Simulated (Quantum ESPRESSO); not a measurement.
A run of Quantum ESPRESSO 7.5 is set up as follows.

File pw.in:

```
&CONTROL
  calculation = 'scf'
  prefix = 'pwscf'
  outdir = './tmp'
  pseudo_dir = './pseudo'
  tprnfor = .true.
  tstress = .true.
  disk_io = 'low'
/
&SYSTEM
  ibrav = 0
  nat = 2
  ntyp = 1
  ecutwfc = 60
  nbnd = 28
  occupations = 'smearing'
  smearing = 'fd'
  degauss = 0.00367493
/
&ELECTRONS
  conv_thr = 4d-10
  electron_maxstep = 120
  mixing_beta = 0.5
/
ATOMIC_SPECIES
Hg   200.5920 Hg_ONCV_PBE-1.0.oncvpsp.upf
CELL_PARAMETERS angstrom
   1.7300004600   -2.9964486900    0.0000000000
   3.4600009100    0.0000000000    0.0000000000
   1.7300004600   -0.9988162300    4.4680000000
ATOMIC_POSITIONS crystal
Hg     0.0029236900    0.9774667000    0.0024643500
Hg     0.4970763100    0.5225333000    0.4975356500
K_POINTS automatic
9 9 6 0 0 0
```

Contents of pp_density.in:

```
&INPUTPP
  prefix = 'pwscf'
  outdir = './tmp'
  filplot = 'density.dat'
  plot_num = 0
/
&PLOT
  nfile = 1
  filepp(1) = 'density.dat'
  iflag = 3
  output_format = 6
  fileout = 'density.cube'
/
```

Contents of pp_potential.in:

```
&INPUTPP
  prefix = 'pwscf'
  outdir = './tmp'
  filplot = 'potential.dat'
  plot_num = 11
/
&PLOT
  nfile = 1
  filepp(1) = 'potential.dat'
  iflag = 3
  output_format = 6
  fileout = 'potential.cube'
/
```

pp_elf.in

```
&INPUTPP
  prefix = 'pwscf'
  outdir = './tmp'
  filplot = 'elf.dat'
  plot_num = 8
/
&PLOT
  nfile = 1
  filepp(1) = 'elf.dat'
  iflag = 3
  output_format = 6
  fileout = 'elf.cube'
/
```

Potentials or basis: SSSP 1.3 efficiency PBE.

Launch:

```sh
$ OMP_NUM_THREADS=1 pw.x -in pw.in > pw.out
$ OMP_NUM_THREADS=1 pp.x -in pp_density.in > pp_density.out
$ OMP_NUM_THREADS=1 pp.x -in pp_potential.in > pp_potential.out
$ OMP_NUM_THREADS=1 pp.x -in pp_elf.in > pp_elf.out
```

Question: Estimate the band gap on the k mesh.

Answer: None (metal or under the smearing width).

Question: What does it give for the largest force?

Answer: 0.204 eV/Å.

Question: What does it give for the pressure?

Answer: 5.8 GPa.

Stress tensor (GPa, compression positive):
```
 5.17 -0.08 -0.05
-0.08  5.15  0.20
-0.05  0.20  6.93
```

Spin-orbit coupling is left out, which matters for the levels of Hg.
